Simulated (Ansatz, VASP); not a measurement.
# ZnS: VASP beside Ansatz

The input INCAR:

```
  ALGO = Fast
  EDIFF = 1E-6
  ENCUT = 520
  GGA = PE
  ISIF = 2
  ISMEAR = 0
  LASPH = T
  LCHARG = F
  LREAL = F
  LWAVE = F
  NBANDS = 46
  NELM = 100
  PREC = Accurate
  SIGMA = 0.01
```

KPOINTS

```
k-points
0
Gamma
  6 6 2
```

Contents of POSCAR:

```
ZnS
1.0
    3.8076113006      0.0000000000      0.0000000000
   -1.9038056503      3.2974881140      0.0000000000
    0.0000000000      0.0000000000     12.4658238808
Zn S
4 4
Direct
    0.0000000000      0.0000000000      0.0001052062
    0.3333333333      0.6666666667      0.2500673645
    0.0000000000      0.0000000000      0.5001052062
    0.6666666667      0.3333333333      0.7500673645
    0.0000000000      0.0000000000      0.1872391008
    0.3333333333      0.6666666667      0.4375883287
    0.0000000000      0.0000000000      0.6872391008
    0.6666666667      0.3333333333      0.9375883287
```

Input for Ansatz:

```yaml
crystal:
  lattice:
    - [3.8076113006, 0.0, 0.0]
    - [-1.9038056503, 3.297488114, 0.0]
    - [0.0, 0.0, 12.4658238808]
  atoms:
    - { symbol: Zn, position: [0.0, 0.0, 0.0001052062] }
    - { symbol: Zn, position: [0.3333333333, 0.6666666667, 0.2500673645] }
    - { symbol: Zn, position: [0.0, 0.0, 0.5001052062] }
    - { symbol: Zn, position: [0.6666666667, 0.3333333333, 0.7500673645] }
    - { symbol: S, position: [0.0, 0.0, 0.1872391008] }
    - { symbol: S, position: [0.3333333333, 0.6666666667, 0.4375883287] }
    - { symbol: S, position: [0.0, 0.0, 0.6872391008] }
    - { symbol: S, position: [0.6666666667, 0.3333333333, 0.9375883287] }
kpoints:
  mp_grid: { grid: [6, 6, 2] }
hamiltonian:
  xc: pbe
scf:
  occupations: { method: fixed }
output:
  optics:
    e_range: [0, 14]
    de: 0.05
    sigma: 0.1
    bands: { spectra_wanted_up_to: 14 }
  write_density: true
  write_potential: true
  elf: true
  volumetric_format: npy
```

Alike in both runs: task single point; functional PBE; k mesh 6 × 6 × 2; no spin polarisation.

```csv
,VASP,Ansatz
version,VASP 6.6.1,Ansatz 0.2.0
potentials or method,"VASP PAW PBE potentials, release 64 (Zn, S)","plane waves, PAW"
plane-wave cutoff (eV),520,420
occupations,"gaussian, width 0.01 eV",fixed
valence electrons in the cell,72,72
```

```csv
,VASP,Ansatz,Ansatz less VASP
gap on the k mesh at the Fermi level (eV),2.19,2.18,-0.005
```

As with any semilocal functional, this PBE gap is likely too small.
